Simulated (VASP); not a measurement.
# KI (Pm-3m) in VASP: a series of runs, part 3 of 3

VASP 6.6.1. Earlier steps stand in the parts before.

## 6. RPA correlation energy, PBE (volume scaled by 0.96)

The input, POSCAR:

```
KI
1.0
    4.2332004065      0.0000000000      0.0000000000
    0.0000000000      4.2332004065      0.0000000000
    0.0000000000      0.0000000000      4.2332004065
I K
1 1
Direct
    0.5000000000      0.5000000000      0.5000000000
    0.0000000000      0.0000000000      0.0000000000
```

The input, INCAR.step1:

```
SYSTEM = KI
ALGO     = Normal         ! electronic algorithm
EDIFF    = 1E-8           ! SCF threshold, eV
ENCUT    = 350            ! plane-wave cutoff, eV
GGA      = PE             ! functional
ISMEAR   = 0              ! smearing method
LASPH    = .TRUE.         ! aspherical terms in the spheres
LCHARG   = .FALSE.        ! write CHGCAR
LREAL    = .FALSE.        ! projectors in reciprocal space
LWAVE    = .TRUE.         ! write WAVECAR
NELM     = 100            ! most SCF steps
PREC     = Accurate       ! precision mode
SIGMA    = 0.05           ! smearing width, eV
```

The input, INCAR.step2:

```
SYSTEM = KI
AEXX     = 1.0            ! exact-exchange fraction
AGGAC    = 0.0          
ALDAC    = 0.0          
ALGO     = EIGENVAL       ! electronic algorithm
EDIFF    = 1E-8           ! SCF threshold, eV
ENCUT    = 350            ! plane-wave cutoff, eV
GGA      = PE             ! functional
ISMEAR   = 0              ! smearing method
ISTART   = 1            
LASPH    = .TRUE.         ! aspherical terms in the spheres
LCHARG   = .FALSE.        ! write CHGCAR
LHFCALC  = .TRUE.         ! exact exchange
LREAL    = .FALSE.        ! projectors in reciprocal space
LWAVE    = .FALSE.        ! write WAVECAR
NELM     = 1              ! most SCF steps
PREC     = Accurate       ! precision mode
PRECFOCK = Fast         
SIGMA    = 0.05           ! smearing width, eV
```

The input, INCAR.step3:

```
SYSTEM = KI
ALGO     = Exact          ! electronic algorithm
EDIFF    = 1E-8           ! SCF threshold, eV
ENCUT    = 350            ! plane-wave cutoff, eV
GGA      = PE             ! functional
ISMEAR   = 0              ! smearing method
ISTART   = 1            
LASPH    = .TRUE.         ! aspherical terms in the spheres
LCHARG   = .FALSE.        ! write CHGCAR
LOPTICS  = .TRUE.         ! frequency-dependent dielectric function
LREAL    = .FALSE.        ! projectors in reciprocal space
LWAVE    = .TRUE.         ! write WAVECAR
NBANDS   = 1141           ! bands
NELM     = 1              ! most SCF steps
PREC     = Accurate       ! precision mode
SIGMA    = 0.05           ! smearing width, eV
```

The input, INCAR.step4:

```
SYSTEM = KI
ALGO     = ACFDT          ! electronic algorithm
EDIFF    = 1E-8           ! SCF threshold, eV
ENCUT    = 350            ! plane-wave cutoff, eV
ENCUTGW  = 250            ! cutoff of the response function
GGA      = PE             ! functional
ISMEAR   = 0              ! smearing method
ISTART   = 1            
LASPH    = .TRUE.         ! aspherical terms in the spheres
LCHARG   = .FALSE.        ! write CHGCAR
LREAL    = .FALSE.        ! projectors in reciprocal space
LWAVE    = .FALSE.        ! write WAVECAR
NBANDS   = 1141           ! bands
NELM     = 100            ! most SCF steps
NOMEGA   = 8              ! frequency points
PREC     = Accurate       ! precision mode
PRECFOCK = Fast         
SIGMA    = 0.05           ! smearing width, eV
```

The input, KPOINTS:

```
k-points
0
G
  3 3 3
  0 0 0
```

Potentials or basis: VASP PAW PBE potentials, release 64 (I_GW, K_sv_GW).

On the command line:

```console
$ cat potpaw_PBE.64/I_GW/POTCAR potpaw_PBE.64/K_sv_GW/POTCAR > POTCAR
$ cp INCAR.step1 INCAR
$ mpirun -np 1 vasp_std > vasp.out
$ cp INCAR.step2 INCAR
$ mpirun -np 1 vasp_std > vasp.out
$ cp INCAR.step3 INCAR
$ mpirun -np 1 vasp_std > vasp.out
$ cp INCAR.step4 INCAR
$ mpirun -np 1 vasp_std > vasp.out
```

OUTCAR:

```text
SYSTEM = KI
   EDIFF = 1E-8
   ENCUT = 350
   ENCUTGW = 250
   GGA = PE
   ISMEAR = 0
   ISTART = 1
   LASPH = .TRUE.
   LREAL = .FALSE.
   NELM = 100
   PREC = Accurate
   PRECFOCK = Fast

 ion  position               nearest neighbor table
   1  0.500  0.500  0.500-
   2  0.000  0.000  0.000-

  LATTYP: Found a simple cubic cell.
 ALAT       =     4.2332004065

  Lattice vectors:

 A1 = (   4.2332004065,   0.0000000000,   0.0000000000)
 A2 = (   0.0000000000,   4.2332004065,   0.0000000000)
 A3 = (   0.0000000000,   0.0000000000,   4.2332004065)

Analysis of symmetry for initial positions (statically):
=====================================================================
 Subroutine PRICEL returns:
 Original cell was already a primitive cell.

 Routine SETGRP: Setting up the symmetry group for a
 simple cubic supercell.

 Subroutine GETGRP returns: Found 48 space group operations
 (whereof 48 operations were pure point group operations)
 out of a pool of 48 trial point group operations.

The static configuration has the point symmetry O_h .

Analysis of symmetry for dynamics (positions and initial velocities):
=====================================================================
 Subroutine PRICEL returns:
 Original cell was already a primitive cell.

 Routine SETGRP: Setting up the symmetry group for a
 simple cubic supercell.

 Subroutine GETGRP returns: Found 48 space group operations
 (whereof 48 operations were pure point group operations)
 out of a pool of 48 trial point group operations.

The dynamic configuration has the point symmetry O_h .

 Subroutine INISYM returns: Found 48 space group operations
 (whereof 48 operations are pure point group operations),
[... 56 lines left out ...]
  0.333333  0.333333  0.333333      8.000000
   k-points           NKPTS =      4   k-points in BZ     NKDIM =     27   number of bands    NBANDS=   1141
   number of dos      NEDOS =    301   number of ions     NIONS =      2
   total plane-waves  NPLWV =  21952
   dimension x,y,z NGX =    28 NGY =   28 NGZ =   28
   dimension x,y,z NGXF=    56 NGYF=   56 NGZF=   56
   ions per type =               1   1
   NGX,Y,Z   is equivalent  to a cutoff of  11.00, 11.00, 11.00 a.u.
   NGXF,Y,Z  is equivalent  to a cutoff of  21.99, 21.99, 21.99 a.u.
 SYSTEM =  KI
   PREC   = accura    normal or accurate (medium, high low for compatibility)
   ISTART =      1    job   : 0-new  1-cont  2-samecut
   ICHARG =      0    charge: 1-file 2-atom 10-const
   ISPIN  =      1    spin polarized calculation?
   LNONCOLLINEAR =      F non collinear calculations
   LSORBIT =      F    spin-orbit coupling
   LASPH  =      T    aspherical Exc in radial PAW
   ENCUT  =  350.0 eV  25.72 Ry    5.07 a.u.   6.46  6.46  6.46*2*pi/ulx,y,z
   NELM   =    100;   NELMIN=  2; NELMDL=  0     # of ELM steps
   EDIFF  = 0.1E-07   stopping-criterion for ELM
   LREAL  =      F    real-space projection
   EDIFFG = 0.1E-06   stopping-criterion for IOM
   NSW    =      0    number of steps for IOM
   IBRION =     -1    ionic relax: 0-MD 1-quasi-New 2-CG
   NFREE  =      0    steps in history (QN), initial steepest desc. (CG)
   ISIF   =      0    stress and relaxation
   ISYM   =      3    0-nonsym 1-usesym 2-fastsym
   POTIM  = 0.5000    time-step for ionic-motion
   TEBEG  =    0.0;   TEEND  =   0.0 temperature during run
   PSTRESS=    0.0 pullay stress
   NELECT =      16.0000    total number of electrons
   NUPDOWN=      -1.0000    fix difference up-down
   EMIN   =  10.00;   EMAX   =-10.00  energy-range for DOS
   EFERMI =   0.00;   METHOD = LEGACY
   ISMEAR =     0;   SIGMA  =   0.05  broadening in eV -4-tet -1-fermi 0-gaus
   EFERMI_NEDOS =   21; number of points for ismear=-14 and -15
   IALGO  =     38    algorithm
   IMIX   =      4    mixing-type and parameters
     AMIX     =   0.40;   BMIX     =  1.00
     AMIX_MAG =   1.60;   BMIX_MAG =  1.00
  volume/ion in A,a.u.               =      37.93       255.96
  Fermi-wavevector in a.u.,A,eV,Ry     =   0.974494  1.841527 12.920626  0.949639
  Thomas-Fermi vector in A             =   2.104959
   LORBIT       =      0    0 simple, 1 ext, 2 COOP (PROOUT), +10 PAW based schemes
   GGA     = PE    functional components
   LHFCALC =     T    Hartree Fock is set to
   PRECFOCK=fast      Normal, Fast or Accurate (Low or Medium for compatibility)
   ENCUT4O =  -1.0   cutoff for four orbital integrals eV
   NKREDX  =     1    reduce k-point grid by
   NKREDY  =     1    reduce k-point grid by
   NKREDZ  =     1    reduce k-point grid by
   AEXX    =    1.0000 exact exchange contribution
   HFSCREEN=    0.0000 screening length (either q_TF or 0.3 A-1)
   HFSCREENC=   0.0000 screening length for correlation (either q_TF or 0.3 A-1)
   ENCUTFOCK=  -1.0 apply spherical cutoff to Coloumb kernel
   IVDW    =     0    specifies the selected vdW correction
   LEPSILON=     F    determine dielectric tensor
   LRPA    =     F    only Hartree local field effects (RPA)
   LRPAFORCE           =     F    calculate RPA forces
   ENCUTGW             = 250.0    cutoff for response function in eV
   ENCUTGWSOFT         = 200.0    soft cutoff for Coulomb kernel in GW response function in eV
   ENCUTLF             =  -1.0    cutoff for local field effects
   NELMGW              =     1    number of iterations in solving QP/BSE equation
   NELMHF              =     1    number of iterations in the inner HF iteration
   NKREDLFX            =     1    NKREDLFY  =   1   NKREDLFZ  =   1
 non-spin polarized calculation
 Gauss-broadening in eV      SIGMA  =   0.05
  energy-cutoff  :      350.00
  volume of cell :       75.86
 maximum number of plane-waves:      1141
 NGX is ok and might be reduce to    28
  NGX = 14; NGY = 14; NGZ = 14
   NGX = 13   NGY = 13   NGZ = 13
 maximum number of plane-waves:       691

      cutoff energy     smooth cutoff   RPA   correlation   Hartree contr. to MP2
---------------------------------------------------------------------------------
            250.000           200.000      -19.9258973964      -27.4711908621
            238.095           190.476      -19.7795184673      -27.3103952200
            226.757           181.406      -19.6225792695      -27.1371643906
            215.959           172.768      -19.4545796935      -26.9507696273
            205.676           164.541      -19.2784016191      -26.7541734781
            195.882           156.705      -19.0919431508      -26.5447651978
            186.554           149.243      -18.8963109087      -26.3235022908
            177.670           142.136      -18.6907484851      -26.0892076810
  linear regression
  converged value                          -21.7656321943      -29.5332506914
```

Wall time 14 min (1 thread of Intel Xeon Platinum 8259CL at 2.50GHz (Skylake/Cascade Lake), shared host); peak memory 0.76 GiB.

What came out:

```yaml
Band_gap_on_the_k_mesh_mean-field_level: 3.56 eV, indirect (least direct gap 3.80 eV)
RPA_correlation_energy: -10.883 eV/atom
RPA_total_energy_per_cell: -33.778 eV
RPA_correlation_energy_per_cell: -21.766 eV
```

Levels at points of the mesh, in eV from the valence-band top:
```tsv
k point	band 4	band 5	band 6	band 7	band 8	band 9	band 10	band 11	band 12
(0.00, 0.00, 0.00)	-12.69	-11.11	-0.24	-0.24	-0.24	3.56	4.81	4.81	8.53
```

Caveat: the k mesh is coarse (spacing up to 0.49 Å⁻¹), so the values aren't converged; spin-orbit coupling is left out, which moves the levels of the heavy elements; an odd mesh through Γ misses points on the zone boundary, where band edges often lie.

## 7. The reference run

An earlier run on the cell as given: functional PBE; potentials or basis VASP PAW PBE potentials, release 64 (I, K_sv); cutoff 520 eV; k mesh 6 × 6 × 6; occupations fermi-dirac, width 0.05 eV; no spin polarisation.

* Pressure: 0.5 GPa
* Band gap on the k mesh: 3.33 eV, indirect (least direct gap 3.69 eV)
